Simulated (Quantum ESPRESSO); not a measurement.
# Sn under changes of volume

One of the cells (27.205 Å³/atom); the others are scaled copies at fixed shape and fractional positions:

```
Sn
1.0
    -1.89465    1.89465    1.89465
     1.89465   -1.89465    1.89465
     1.89465    1.89465   -1.89465
Sn
1
Cartesian
  0.0000 0.0000 0.0000
```

This isn't the form of Sn at room conditions, which is tetragonal (white tin).

* Program: Quantum ESPRESSO 7.5
* Functional: r2SCAN
* Potentials or basis: SG15 PBE 1.2
* Cutoff: 952 eV
* Density cutoff: 3810 eV
* k mesh: 8 × 8 × 8
* Occupations: fermi-dirac, width 0.05 eV
* Spin: no spin polarisation

```tsv
volume (Å³/atom)	energy over the lowest point (meV/atom)	pressure (GPa)
25.573	7.61	2.1
26.117	?	?
26.661	0.00	0.1
27.205	0.68	-0.8
27.749	4.25	-1.6
28.293	10.61	-2.4
28.837	19.55	-3.1
```

Q: What does the run at 26.117 Å³/atom give?

A: Energy over the lowest point 2.26 meV/atom; pressure 1.0 GPa.

Worked out: A Birch-Murnaghan fit of order 3 (a polynomial in V^(-2/3)) to the other rows has its minimum at 26.80 Å³/atom with B0 = V·E''(V) = 43 GPa (rough, since the energies scatter). It gives 2.26 meV/atom at 26.117 Å³/atom, against the run's 2.26, and -dE/dV = 1.1 GPa, against 1.0.

Energies are extrapolated to zero smearing.

Caveats: the potentials were made for another functional, which shifts forces and pressure.
